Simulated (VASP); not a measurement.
# Cl2 in VASP: notebook

One molecule, Cl2, is run at these levels: PBE, LDA, PBEsol; tasks: relaxation of the atoms, single point.

All numbers are computed with VASP 6.6.1; they aren't measurements. Logs are shortened: lines on timing, memory, paths and dates and some standing lists are left out, and cuts for length are marked.

**1. Starting point**

The cell holds a molecule in a box, 2 atoms: a = 12.000 Å, b = 12.500 Å, c = 13.000 Å, α = 90.00°, β = 90.00°, γ = 90.00°.

**2. Relaxation of the atoms, PBE**

Input file INCAR:

```
SYSTEM = Cl
ALGO = Normal ; EDIFF = 1E-6
EDIFFG = -0.01 ; ENCUT = 600
GGA = PE ; IBRION = 2
ISIF = 2 ; ISMEAR = 0
ISYM = 0 ; LASPH = .TRUE.
LCHARG = .FALSE. ; LREAL = .FALSE.
LWAVE = .FALSE. ; NELM = 120
NSW = 80 ; PREC = Accurate
SIGMA = 0.01
```

Input file KPOINTS:

```
k-points
0
G
  1 1 1
  0 0 0
```

Input file POSCAR:

```
Cl
1.0
   12.0000000000      0.0000000000      0.0000000000
    0.0000000000     12.5000000000      0.0000000000
    0.0000000000      0.0000000000     13.0000000000
Cl
2
Direct
    0.4500000000      0.4700000000      0.4230769231
    0.4500000000      0.4700000000      0.5769230769
```

Potentials or basis: VASP PAW PBE potentials, release 64 (Cl).

Command:

```bash
$ cat potpaw_PBE.64/Cl/POTCAR > POTCAR
$ mpirun -np 4 vasp_std > vasp.out
```

OUTCAR:

```text
SYSTEM = Cl
   EDIFF = 1E-6
   EDIFFG = -0.01
   ENCUT = 600
   GGA = PE
   IBRION = 2
   ISIF = 2
   ISMEAR = 0
   ISYM = 0
   LASPH = .TRUE.
   LREAL = .FALSE.
   NELM = 120
   NSW = 80
   PREC = Accurate

 ion  position               nearest neighbor table
   1  0.450  0.470  0.423-   2 2.00
   2  0.450  0.470  0.577-   1 2.00

IMPORTANT INFORMATION: All symmetrisations will be switched off!
NOSYMM: (Re-)initialisation of all symmetry stuff for point group C_1.

----------------------------------------------------------------------------------------

                                     Primitive cell

  volume of cell :    1950.0000

  direct lattice vectors                    reciprocal lattice vectors
    12.000000000  0.000000000  0.000000000     0.083333333  0.000000000  0.000000000
     0.000000000 12.500000000  0.000000000     0.000000000  0.080000000  0.000000000
     0.000000000  0.000000000 13.000000000     0.000000000  0.000000000  0.076923077

  length of vectors
    12.000000000 12.500000000 13.000000000     0.083333333  0.080000000  0.076923077

  position of ions in fractional coordinates (direct lattice)
     0.450000000  0.470000000  0.423076923
     0.450000000  0.470000000  0.576923077

  ion indices of the primitive-cell ions
   primitive index   ion index
                 1           1
                 2           2

----------------------------------------------------------------------------------------

 KPOINTS: k-points

Automatic generation of k-mesh.
 Grid dimensions read from file:
 generate k-points for:    1    1    1

 Generating k-lattice:

  Cartesian coordinates                     Fractional coordinates (reciprocal lattice)
     0.083333333  0.000000000  0.000000000     1.000000000  0.000000000  0.000000000
     0.000000000  0.080000000  0.000000000     0.000000000  1.000000000  0.000000000
     0.000000000  0.000000000  0.076923077     0.000000000  0.000000000  1.000000000

  Length of vectors
     0.083333333  0.080000000  0.076923077

  Shift w.r.t. Gamma in fractional coordinates (k-lattice)
     0.000000000  0.000000000  0.000000000

 Subroutine IBZKPT returns following result:
 ===========================================

 Found      1 irreducible k-points:

 Following reciprocal coordinates:
            Coordinates               Weight
  0.000000  0.000000  0.000000      1.000000
   k-points           NKPTS =      1   k-points in BZ     NKDIM =      1   number of bands    NBANDS=     12
   number of dos      NEDOS =    301   number of ions     NIONS =      2
   total plane-waves  NPLWV = ******
   dimension x,y,z NGX =    96 NGY =  100 NGZ =  108
   dimension x,y,z NGXF=   192 NGYF=  200 NGZF=  216
   ions per type =               2
   NGX,Y,Z   is equivalent  to a cutoff of  13.30, 13.30, 13.81 a.u.
   NGXF,Y,Z  is equivalent  to a cutoff of  26.60, 26.60, 27.62 a.u.
 SYSTEM =  Cl
   PREC   = accura    normal or accurate (medium, high low for compatibility)
   ISTART =      0    job   : 0-new  1-cont  2-samecut
   ICHARG =      2    charge: 1-file 2-atom 10-const
   ISPIN  =      1    spin polarized calculation?
   LNONCOLLINEAR =      F non collinear calculations
   LSORBIT =      F    spin-orbit coupling
   LASPH  =      T    aspherical Exc in radial PAW
   ENCUT  =  600.0 eV  44.10 Ry    6.64 a.u.  23.97 24.97 25.96*2*pi/ulx,y,z
   NELM   =    120;   NELMIN=  2; NELMDL= -5     # of ELM steps
   EDIFF  = 0.1E-05   stopping-criterion for ELM
   LREAL  =      F    real-space projection
   EDIFFG = -.1E-01   stopping-criterion for IOM
   NSW    =     80    number of steps for IOM
   IBRION =      2    ionic relax: 0-MD 1-quasi-New 2-CG
   NFREE  =      1    steps in history (QN), initial steepest desc. (CG)
   ISIF   =      2    stress and relaxation
   ISYM   =      0    0-nonsym 1-usesym 2-fastsym
   POTIM  = 0.5000    time-step for ionic-motion
   TEBEG  =    0.0;   TEEND  =   0.0 temperature during run
   PSTRESS=    0.0 pullay stress
   NELECT =      14.0000    total number of electrons
   NUPDOWN=      -1.0000    fix difference up-down
   EMIN   =  10.00;   EMAX   =-10.00  energy-range for DOS
   EFERMI =   0.00;   METHOD = LEGACY
   ISMEAR =     0;   SIGMA  =   0.01  broadening in eV -4-tet -1-fermi 0-gaus
   EFERMI_NEDOS =   21; number of points for ismear=-14 and -15
   IALGO  =     38    algorithm
   IMIX   =      4    mixing-type and parameters
     AMIX     =   0.40;   BMIX     =  1.00
     AMIX_MAG =   1.60;   BMIX_MAG =  1.00
  volume/ion in A,a.u.               =     975.00      6579.62
  Fermi-wavevector in a.u.,A,eV,Ry     =   0.315820  0.596813  1.357074  0.099742
  Thomas-Fermi vector in A             =   1.198322
   LORBIT       =      0    0 simple, 1 ext, 2 COOP (PROOUT), +10 PAW based schemes
   GGA     = PE    functional components
   LHFCALC =     F    Hartree Fock is set to
   AEXX    =    0.0000 exact exchange contribution
   IVDW    =     0    specifies the selected vdW correction
   LEPSILON=     F    determine dielectric tensor
   LRPA    =     F    only Hartree local field effects (RPA)
 conjugate gradient relaxation of ions
 non-spin polarized calculation
 Gauss-broadening in eV      SIGMA  =   0.01
  energy-cutoff  :      600.00
  volume of cell :     1950.00
 maximum number of plane-waves:     64977
 NGX is ok and might be reduce to    96
   NGX = 47   NGY = 49   NGZ = 51

--------------------------------------- Ionic step        1  -------------------------------------------

 number of electron      13.9999999 magnetization

 Free energy of the ion-electron system (eV)
  ---------------------------------------------------
  ext. energy  EPLUGINS =         0.00000000
  ---------------------------------------------------
  free energy    TOTEN  =        -3.59799117 eV

  energy without entropy =       -3.59799117  energy(sigma->0) =       -3.59799117

------------------------ aborting loop because EDIFF is reached ----------------------------------------

  FORCE on cell =-STRESS in cart. coord.  units (eV):
  Direction    XX          YY          ZZ          XY          YZ          ZX
  --------------------------------------------------------------------------------------
  -------------------------------------------------------------------------------------
  Total       -0.0035084     -0.0027280     -0.2401509      0.0000001      0.0000004      0.0000006
  in kB       -0.0028826     -0.0022414     -0.1973150      0.0000001      0.0000003      0.0000005
  external PRESSURE =      -0.0674797 kB  Pullay stress =       0.0000000 kB

 VOLUME and BASIS-vectors are now :
 -----------------------------------------------------------------------------
  energy-cutoff  :      600.00
  volume of cell :     1950.00
      direct lattice vectors                 reciprocal lattice vectors
    12.000000000  0.000000000  0.000000000     0.083333333  0.000000000  0.000000000
     0.000000000 12.500000000  0.000000000     0.000000000  0.080000000  0.000000000
     0.000000000  0.000000000 13.000000000     0.000000000  0.000000000  0.076923077

 POSITION                                       TOTAL-FORCE (eV/Angst)
 -----------------------------------------------------------------------------------
      5.40000      5.87500      5.50000        -0.000000     -0.000000      0.117733
      5.40000      5.87500      7.50000         0.000000      0.000000     -0.117733
 -----------------------------------------------------------------------------------
    total drift:                                0.000183      0.000000     -0.000000

  FREE ENERGIE OF THE ION-ELECTRON SYSTEM (eV)
  ---------------------------------------------------
  free  energy   TOTEN  =        -3.5979911739 eV

  energy  without entropy=       -3.5979911739  energy(sigma->0) =       -3.59799117

--------------------------------------- Ionic step        2  -------------------------------------------

 number of electron      13.9999999 magnetization

------------------------ aborting loop because EDIFF is reached ----------------------------------------

  FORCE on cell =-STRESS in cart. coord.  units (eV):
  Direction    XX          YY          ZZ          XY          YZ          ZX
  --------------------------------------------------------------------------------------
  -------------------------------------------------------------------------------------
  Total       -0.0018925     -0.0011016      0.1850618     -0.0000000     -0.0000000      0.0000000
  in kB       -0.0015550     -0.0009051      0.1520522     -0.0000000     -0.0000000      0.0000000
  external PRESSURE =       0.0498640 kB  Pullay stress =       0.0000000 kB

 VOLUME and BASIS-vectors are now :
 -----------------------------------------------------------------------------
  energy-cutoff  :      600.00
  volume of cell :     1950.00
      direct lattice vectors                 reciprocal lattice vectors
    12.000000000  0.000000000  0.000000000     0.083333333  0.000000000  0.000000000
     0.000000000 12.500000000  0.000000000     0.000000000  0.080000000  0.000000000
     0.000000000  0.000000000 13.000000000     0.000000000  0.000000000  0.076923077

 POSITION                                       TOTAL-FORCE (eV/Angst)
 -----------------------------------------------------------------------------------
      5.40000      5.87500      5.50568         0.000000      0.000000     -0.094266
      5.40000      5.87500      7.49432        -0.000000     -0.000000      0.094266
 -----------------------------------------------------------------------------------
    total drift:                                0.000181      0.000000     -0.000000

  FREE ENERGIE OF THE ION-ELECTRON SYSTEM (eV)
  ---------------------------------------------------
  free  energy   TOTEN  =        -3.5981256594 eV

  energy  without entropy=       -3.5981256594  energy(sigma->0) =       -3.59812566

--------------------------------------- Ionic step        3  -------------------------------------------

 number of electron      13.9999999 magnetization

 Free energy of the ion-electron system (eV)
  ---------------------------------------------------
  ext. energy  EPLUGINS =         0.00000000
  ---------------------------------------------------
  free energy    TOTEN  =        -3.59836934 eV

  energy without entropy =       -3.59836934  energy(sigma->0) =       -3.59836934

 E-fermi :  -7.0328     XC(G=0):  -0.5055

 val. band max:       -7.1133750063   @ k =   0.0000   0.0000   0.0000
 cond. band min:      -4.0557713738   @ k =   0.0000   0.0000   0.0000
 fundamental gap:      3.0576036325
 Fermi energy:        -7.0327585086

 k-point     1 :       0.0000    0.0000    0.0000
  band No.  band energies     occupation
      1     -23.3507      2.00000
      2     -19.1042      2.00000
      3     -11.7846      2.00000
      4      -9.7751      2.00000
      5      -9.7751      2.00000
      6      -7.1134      2.00000
      7      -7.1134      2.00000
      8      -4.0558      0.00000
      9      -0.3314      0.00000
     10       0.6014      0.00000
     11       0.6705      0.00000
     12       0.7556      0.00000

------------------------ aborting loop because EDIFF is reached ----------------------------------------

  FORCE on cell =-STRESS in cart. coord.  units (eV):
  Direction    XX          YY          ZZ          XY          YZ          ZX
  --------------------------------------------------------------------------------------
  -------------------------------------------------------------------------------------
  Total       -0.0048111     -0.0040137     -0.0063571      0.0000000      0.0000000     -0.0000000
  in kB       -0.0039529     -0.0032978     -0.0052232      0.0000000      0.0000000     -0.0000000
  external PRESSURE =      -0.0041580 kB  Pullay stress =       0.0000000 kB

 VOLUME and BASIS-vectors are now :
 -----------------------------------------------------------------------------
  energy-cutoff  :      600.00
  volume of cell :     1950.00
      direct lattice vectors                 reciprocal lattice vectors
    12.000000000  0.000000000  0.000000000     0.083333333  0.000000000  0.000000000
     0.000000000 12.500000000  0.000000000     0.000000000  0.080000000  0.000000000
     0.000000000  0.000000000 13.000000000     0.000000000  0.000000000  0.076923077

 POSITION                                       TOTAL-FORCE (eV/Angst)
 -----------------------------------------------------------------------------------
      5.40000      5.87500      5.50315         0.000000     -0.000000      0.000408
      5.40000      5.87500      7.49685        -0.000000      0.000000     -0.000408
 -----------------------------------------------------------------------------------
    total drift:                                0.000183     -0.000000      0.000000

  FREE ENERGIE OF THE ION-ELECTRON SYSTEM (eV)
  ---------------------------------------------------
  free  energy   TOTEN  =        -3.5983693386 eV

  energy  without entropy=       -3.5983693386  energy(sigma->0) =       -3.59836934

 reached required accuracy - stopping structural energy minimisation
```

It took 78 s on 4 MPI ranks of Intel Xeon Platinum 8259CL at 2.50GHz (Skylake/Cascade Lake), shared host; peak memory 0.61 GiB.

Results:

```yaml
Free_energy: -3.5984 eV
Energy_gained_by_relaxing: 0.2 meV/atom
Ionic_steps: 3
Gap_between_the_frontier_levels: 3.06 eV
```

Step by step:
```csv
step,energy change (eV),largest force (eV/Å),pressure (GPa)
1,0.0000,0.1177,-0.01
2,-0.0001,0.0943,0.00
3,-0.0004,0.0004,0.00
```

Final structure:
```
Cl
1.0
    12.00000    0.00000    0.00000
     0.00000   12.50000    0.00000
     0.00000    0.00000   13.00000
Cl
2
Direct
  0.45000 0.47000 0.42332
  0.45000 0.47000 0.57668
```

Levels at points of the mesh, in eV from the valence-band top:
| k point | band 4 | band 5 | band 6 | band 7 | band 8 | band 9 | band 10 | band 11 |
| --- | --- | --- | --- | --- | --- | --- | --- | --- |
| (0.00, 0.00, 0.00) | -2.66 | -2.66 | 0.00 | 0.00 | 3.06 | 6.78 | 7.71 | 7.78 |

Expect the measured gap to be larger: semilocal functionals such as PBE lack the derivative discontinuity.

**3. Single point, LDA**

Input file INCAR:

```
SYSTEM = Cl
PREC = Accurate ; ENCUT = 450
EDIFF = 1E-6 ; ISMEAR = 0
SIGMA = 0.01 ; LREAL = .False.
LASPH = .True. ; NELM = 120
ALGO = Normal ; ISIF = 2
LWAVE = .False. ; LCHARG = .False.
GGA = CA ; NBANDS = 14
```

Input file KPOINTS:

```
Automatic mesh
0
Gamma
  1 1 1
  0 0 0
```

Input file POSCAR:

```
Cl                                      
1.0
   12.0000000000      0.0000000000      0.0000000000
    0.0000000000     12.5000000000      0.0000000000
    0.0000000000      0.0000000000     13.0000000000
  Cl            
     2
Direct
     0.4499999994456298    0.4699999998462515    0.4233195554269906
     0.4500000005543759    0.4700000001537462    0.5766804445730095
```

Potentials or basis: VASP PAW LDA potentials, release 64 (Cl).

Command:

```bash
$ cat potpaw_LDA.64/Cl/POTCAR > POTCAR
$ mpirun -np 4 vasp_std > vasp.out
```

Run time: 21 s. Hardware: 4 MPI ranks of Intel Xeon Platinum 8259CL at 2.50GHz (Skylake/Cascade Lake), shared host; peak memory 0.33 GiB.

It converged, with:

| Quantity | Value |
| --- | --- |
| Free energy | -3.9830 eV |
| Largest force | 0.437 eV/Å |
| Gap between the frontier levels | 2.94 eV |

Forces on the atoms (eV/Å):
```
Cl   0.000  0.000  0.437
Cl   0.000  0.000 -0.437
```

Levels at points of the mesh, in eV from the valence-band top:
| k point | band 5 | band 6 | band 7 | band 8 | band 9 | band 10 |
| --- | --- | --- | --- | --- | --- | --- |
| (0.00, 0.00, 0.00) | -2.69 | 0.00 | 0.00 | 2.94 | 6.91 | 7.80 |

Expect the measured gap to be larger: semilocal functionals such as LDA lack the derivative discontinuity.

**4. Single point, PBE**

Edit INCAR of step 3 so:

```diff
@@ -7,2 +7,2 @@
 LWAVE = .False. ; LCHARG = .False.
-GGA = CA ; NBANDS = 14
+GGA = PE ; NBANDS = 14
```

KPOINTS is that of step 3.

POSCAR is that of step 3.

Potentials or basis: VASP PAW PBE potentials, release 64 (Cl).

Command:

```bash
$ cat potpaw_PBE.64/Cl/POTCAR > POTCAR
$ mpirun -np 4 vasp_std > vasp.out
```

Run time: 33 s. Hardware: 4 MPI ranks of Intel Xeon Platinum 8259CL at 2.50GHz (Skylake/Cascade Lake), shared host; peak memory 0.43 GiB.

It converged, with:

```
Free energy                     : -3.5977 eV
Gap between the frontier levels : 3.06 eV
```

Levels at points of the mesh, in eV from the valence-band top:
```csv
k point,band 5,band 6,band 7,band 8,band 9,band 10
"(0.00, 0.00, 0.00)",-2.66,0.00,0.00,3.06,6.78,7.70
```

**5. Single point, PBEsol**

Edit INCAR of step 4 so:

```diff
@@ -7,2 +7,2 @@
 LWAVE = .False. ; LCHARG = .False.
-GGA = PE ; NBANDS = 14
+GGA = PS ; NBANDS = 14
```

KPOINTS is that of step 4.

POSCAR is that of step 4.

Command:

```bash
$ cat potpaw_PBE.64/Cl/POTCAR > POTCAR
$ mpirun -np 4 vasp_std > vasp.out
```

It took 34 s on 4 MPI ranks of Intel Xeon Platinum 8259CL at 2.50GHz (Skylake/Cascade Lake), shared host; peak memory 0.44 GiB.

Results (log left out):

| Item | Value |
| --- | --- |
| Free energy | -3.8431 eV |
| Largest force | 0.262 eV/Å |
| Gap between the frontier levels | 3.03 eV |

Forces on the atoms (eV/Å):
```
Cl   0.000  0.000  0.262
Cl   0.000  0.000 -0.262
```

Levels at points of the mesh, in eV from the valence-band top:
| k point | band 5 | band 6 | band 7 | band 8 | band 9 | band 10 |
| --- | --- | --- | --- | --- | --- | --- |
| (0.00, 0.00, 0.00) | -2.69 | 0.00 | 0.00 | 3.03 | 6.80 | 7.70 |

Caveat: the PAW data sets were made with another functional, which shifts forces and pressure a little.

**6. Summary**

| task | level | potentials or basis | cell | cutoff (eV) | gap on the mesh (eV) | largest force (eV/Å) |
| --- | --- | --- | --- | --- | --- | --- |
| relaxation of the atoms | PBE | VASP PAW PBE potentials, release 64 (Cl) | atoms relaxed | 600 | 3.06 | - |
| single point | LDA | VASP PAW LDA potentials, release 64 (Cl) | as given | 450 | 2.94 | 0.44 |
| single point | PBE | VASP PAW PBE potentials, release 64 (Cl) | as given | 450 | 3.06 | - |
| single point | PBEsol | VASP PAW PBE potentials, release 64 (Cl) | as given | 450 | 3.03 | 0.26 |

Alike in all rows: no spin polarisation; k mesh 1 × 1 × 1; smearing gaussian 0.01 eV.

Caveats: the PAW data sets were made with another functional, which shifts forces and pressure a little (some runs).

Total energies depend on the potentials used, so only differences within one code and one set of settings carry meaning.
